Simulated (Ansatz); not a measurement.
Crystal: Si2Mo.

```
CELL_PARAMETERS angstrom
-1.60000 1.60000 3.93050
1.60000 -1.60000 3.93050
1.60000 1.60000 -3.93050
ATOMIC_POSITIONS crystal
Mo 0.00000 0.00000 0.00000
Si 0.66700 0.66700 0.00000
Si 0.33300 0.33300 0.00000
```

* Program: Ansatz 0.2.0
* Task: relaxation of cell and atoms
* Functional: PBE
* Potentials or basis: Ansatz PAW
* Cutoff: 420 eV (not typed: the program's choice for these potentials)
* k mesh: 12 × 12 × 12
* Occupations: fermi-dirac, width 0.05 eV
* Spin: no spin polarisation

At the start: volume 13.42 Å³/atom.

Problem. How do energy, volume and symmetry change on relaxing?

Solution. It ends after 5 steps and the volume is 13.58 Å³/atom (+1.2 %); space group I4/mmm (No. 139, to 0.05 Å).

Step by step:
| step | energy change (eV) | largest force (eV/Å) | volume (Å³) |
| --- | --- | --- | --- |
| 1 | 0.0000 | 0.2792 | 40.25 |
| 2 | -0.0074 | 0.0836 | 40.81 |
| 3 | -0.0081 | 0.0195 | 40.76 |
| 4 | -0.0082 | 0.0003 | 40.74 |
| 5 | -0.0083 | 0.0003 | 40.74 |

Final structure:
```xyz
3
Lattice="-1.6084 1.6084 3.9367 1.6084 -1.6084 3.9367 1.6084 1.6084 -3.9367" Properties=species:S:1:pos:R:3 pbc="T T T"
Mo    0.0000    0.0000    0.0000
Si    0.0000    0.0000    5.2351
Si    0.0000    0.0000    2.6384
```

Caveat: the plane-wave basis is chosen anew once the cell has moved, so the energies of steps on either side of that aren't comparable.
